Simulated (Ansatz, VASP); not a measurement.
## BN: VASP beside Ansatz

The input POSCAR:

```
BN
1.0
    2.5400000000      0.0000000000      0.0000000000
   -1.2700000000      2.1997045256      0.0000000000
    0.0000000000      0.0000000000      6.5980000000
B N
2 2
Direct
    0.3333333333      0.6666666667      0.2500000000
    0.6666666667      0.3333333333      0.7500000000
    0.3333333333      0.6666666667      0.7500000000
    0.6666666667      0.3333333333      0.2500000000
```

Contents of INCAR.step1:

```
PREC = Accurate ; ENCUT = 520
ISMEAR = -1 ; SIGMA = 0.02
LREAL = False ; LASPH = True
NELM = 100 ; NBANDS = 16
GGA = PE ; ALGO = Normal
EDIFF = 1E-4 ; LWAVE = True
LCHARG = False
```

File INCAR.step2:

```
PREC = Accurate ; ENCUT = 520
EDIFF = 1E-8 ; ISMEAR = -1
SIGMA = 0.02 ; LREAL = False
LASPH = True ; NELM = 100
ALGO = Normal ; ISIF = 2
LWAVE = False ; LCHARG = False
METAGGA = R2SCAN ; LMIXTAU = True
LEFG = True ; NBANDS = 16
ISTART = 1
```

Contents of KPOINTS:

```
regular mesh
0
Gamma
  13 13 5
```

Input for Ansatz:

```yaml
crystal:
  lattice:
    - [2.54, 0.0, 0.0]
    - [-1.27, 2.1997045256, 0.0]
    - [0.0, 0.0, 6.598]
  atoms:
    - { symbol: B, position: [0.3333333333, 0.6666666667, 0.25] }
    - { symbol: B, position: [0.6666666667, 0.3333333333, 0.75] }
    - { symbol: "N", position: [0.3333333333, 0.6666666667, 0.75] }
    - { symbol: "N", position: [0.6666666667, 0.3333333333, 0.25] }
kpoints:
  mp_grid: { grid: [13, 13, 5] }
scf:
  occupations: { method: fermi_dirac, width: 0.02 }
hamiltonian:
  xc: r2scan
  pseudopotentials: { kind: paw }
output:
  forces: true
  stress: true
  populations: true
  efg:
    quadrupole_moments_barn: { B: 0.04059, "N": 0.02044 }
    contact_densities: true
```

Alike in both runs: task electric field gradients; functional r2SCAN; k mesh 13 × 13 × 5; occupations fermi-dirac, width 0.02 eV; no spin polarisation.

```csv
,VASP,Ansatz
version,VASP 6.6.1,Ansatz 0.2.0
potentials or method,"VASP PAW PBE potentials, release 64 (B, N)","plane-wave PAW, scalar-relativistic"
plane-wave cutoff (eV),520,500
valence electrons in the cell,16,16
```

|  | VASP | Ansatz | Ansatz less VASP |
| --- | --- | --- | --- |
| gap on the k mesh at the Fermi level (eV) | 4.81 | 4.77 | -0.039 |
| pressure (GPa) | -10.0 | -10.4 | -0.37 |
| largest component of the traceless stress (GPa) | 10.88 | 11.51 | +0.632 |
| Vzz of the field gradient on the site that differs most (V/Å²) | 36.6 | 28.7 | -7.90 |

Caveats: the PAW data sets were made with another functional, which shifts forces and pressure a little (VASP); an odd mesh through Γ misses points on the zone boundary, where band edges often lie. r2SCAN opens gaps a little over a GGA but as a rule still falls short of measured ones.
